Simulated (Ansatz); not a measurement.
Crystal: Sc.

```
CELL_PARAMETERS angstrom
-1.91721 1.91721 1.71760
1.91721 -1.91721 1.71760
1.91721 1.91721 -1.71760
ATOMIC_POSITIONS crystal
Sc 0.00000 0.00000 0.00000
```

This isn't the form of Sc at room conditions, which is hcp.

* Program: Ansatz 0.2.0
* Task: single point
* Functional: PBE
* Potentials or basis: all-electron LAPW, scalar-relativistic
* Cutoff: 171 eV (chosen from the basis error)
* Basis error allowed: 0.001 eV/atom
* k mesh: 10 × 10 × 10
* Occupations: fermi-dirac, width 0.05 eV
* Spin: no spin polarisation

On this cell: pressure -0.8 GPa; band gap on the k mesh none (metal or under the smearing width).

The same run follows on a disturbed copy (cell strained at random at fixed volume):

```
Sc
1.0
    -2.00168    1.96521    1.81529
     1.91710   -1.89426    1.64167
     1.93748    1.83005   -1.73609
Sc
1
Cartesian
  -0.0071 -0.0146 0.0243
```

Q: What changes?

A: The energy (extrapolated to zero smearing) moves by +10.0 meV/atom; pressure -0.8 GPa; band gap on the k mesh none (metal or under the smearing width).

Stress tensor (GPa, compression positive):
```
-0.86  1.07  1.38
 1.07 -1.41 -1.12
 1.38 -1.12 -0.19
```
